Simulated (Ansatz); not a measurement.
A run of Ansatz 0.2.0:

The input input.yaml:

```yaml
crystal:
  lattice:
    - [2.8273666084, 1.6323808724, 2.3183934932]
    - [-2.8273666084, 1.6323808724, 2.3183934932]
    - [0.0, -3.2647617449, 2.3183934932]
  atoms:
    - { symbol: Ba, position: [0.0, 0.0, 0.0] }
    - { symbol: Ti, position: [0.4845, 0.4845, 0.4845] }
    - { symbol: O, position: [0.5086, 0.0175, 0.5086] }
    - { symbol: O, position: [0.0175, 0.5086, 0.5086] }
    - { symbol: O, position: [0.5086, 0.5086, 0.0175] }
hamiltonian:
  xc: pbe
  pseudopotentials: { kind: paw }
kpoints:
  mp_grid: { grid: [7, 7, 7] }
  band_path:
    path:
      - [[0.0, 0.0, 0.0], [0.5, 0.0, 0.0], [0.5, 0.4971712123, -0.4971712123]]
      - [[0.5028287877, 0.5, 0.4971712123], [0.5, 0.5, 0.5], [0.0, 0.0, 0.0], [0.4985856061, 0.0, -0.4985856061]]
      - [[0.5014143939, 0.4985856061, 0.0], [0.5, 0.5, 0.0], [0.5014143939, 0.5014143939, 0.4971712123], [0.5, 0.5, 0.5]]
      - [[0.5, 0.0, 0.0], [0.5028287877, 0.4985856061, 0.4985856061]]
    npoints: 14
scf:
  occupations: { method: fermi_dirac, width: 0.05 }
  n_extra_bands: 12
output:
  forces: true
  stress: true
  eigenvalues: true
  fatbands: false
```

Potentials or basis: Ansatz PAW.

The run is started by

```bash
$ ansatz run input.yaml --threads 2 --pin off --max-ram 5632MiB --backend cpu --events-out ev --progress --plain --runs-dir out
```

Hardware: 2 threads of Intel(R) Xeon(R) Processor @ 2.70GHz (shared host).

Problem. Estimate the wall time of this run.

Solution. Run time: 16 s on 2 threads of Intel(R) Xeon(R) Processor @ 2.70GHz (shared host), peak memory 0.45 GiB. Counts: scf iterations 6, plane waves 1237, k points 44, bands 32.
